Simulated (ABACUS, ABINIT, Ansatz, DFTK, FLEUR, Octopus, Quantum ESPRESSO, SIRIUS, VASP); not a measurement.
# Ni: 9 runs at one level of theory

```
Ni
1.0
     0.00000    1.73757    1.73757
     1.73757    0.00000    1.73757
     1.73757    1.73757    0.00000
Ni
1
Direct
  0.00000 0.00000 0.00000
```

Alike in all runs: task single point; functional PBE; k mesh 13 × 13 × 13; occupations fermi-dirac, width 0.05 eV; collinear spin, ferromagnetic start; no spin-orbit coupling. Pressure is positive in compression and, in plane waves, holds the error of the finite cutoff.

```json
{"program and potentials": "ABINIT, JTH PAW PBE v2.0", "plane-wave cutoff (eV)": "1116", "notes": "18 valence electrons an atom on average", "pressure (GPa)": "8.84", "net moment per atom (μB)": "0.63"}
{"program and potentials": "Octopus, pseudodojo_pbe (PseudoDojo 0.5, PBE)", "plane-wave cutoff (eV)": "-", "notes": "18 valence electrons an atom on average", "pressure (GPa)": "-", "net moment per atom (μB)": "0.63"}
{"program and potentials": "FLEUR, all-electron, FLAPW", "plane-wave cutoff (eV)": "-", "notes": "-", "pressure (GPa)": "-", "net moment per atom (μB)": "0.63"}
{"program and potentials": "DFTK, PseudoDojo SR PBE 0.4.1 standard (PBE)", "plane-wave cutoff (eV)": "1333", "notes": "18 valence electrons an atom on average", "pressure (GPa)": "8.08", "net moment per atom (μB)": "0.63"}
{"program and potentials": "SIRIUS, PseudoDojo 0.4.1 PBE standard (scalar relativistic)", "plane-wave cutoff (eV)": "1333", "notes": "18 valence electrons an atom on average", "pressure (GPa)": "8.27", "net moment per atom (μB)": "0.63"}
{"program and potentials": "ABACUS, PseudoDojo NC SR 0.4.1 PBE standard, plane waves", "plane-wave cutoff (eV)": "1333", "notes": "18 valence electrons an atom on average", "pressure (GPa)": "8.26", "net moment per atom (μB)": "0.63"}
{"program and potentials": "Ansatz, all-electron LAPW, scalar-relativistic", "plane-wave cutoff (eV)": "-", "notes": "-", "pressure (GPa)": "8.06", "net moment per atom (μB)": "0.63"}
{"program and potentials": "VASP, PBE PAW files Ni, 520 eV", "plane-wave cutoff (eV)": "520", "notes": "10 valence electrons an atom on average", "pressure (GPa)": "7.91", "net moment per atom (μB)": "0.62"}
{"program and potentials": "Quantum ESPRESSO, SSSP 1.3 efficiency PBE", "plane-wave cutoff (eV)": "748", "notes": "18 valence electrons an atom on average", "pressure (GPa)": "7.75", "net moment per atom (μB)": "0.63"}
```

The pressure spans 7.75 (Quantum ESPRESSO, SSSP 1.3 efficiency PBE) to 8.84 GPa (ABINIT, JTH PAW PBE v2.0), with all-electron results at 8.06. The net moment per atom spans 0.62 (VASP, PBE PAW files Ni, 520 eV) to 0.63 μB (Quantum ESPRESSO, SSSP 1.3 efficiency PBE), with all-electron results at 0.63. The state is the one that the start led to, which needn't be the lowest.

The functional is the same throughout but for its coding, so the spread measures potentials, basis and numerics; runs on potential files found faulty are left out.

The positive pressure in every run that reports one, including the all-electron value of 8.06 GPa, shows that this fcc cell is smaller than the PBE equilibrium cell, so the lattice would expand if relaxed. The moment barely responds to the choice of potential, whereas the pressure does. Nickel is a strong ferromagnet: its majority d band is essentially full, and the moment is set mainly by the holes in the minority d band. Small changes in band width or exchange splitting therefore move little charge between the spin channels. Pressure, as a volume derivative of the energy, has no such protection and probably registers small differences in how the potentials describe the compressed atom. The number of valence electrons does not order the pressures: VASP with 10 lies closer to the all-electron result than ABINIT with 18. Agreement on the moment is thus a weak test of the equation of state, and a single volume cannot show how far compression itself reduces the magnetism.
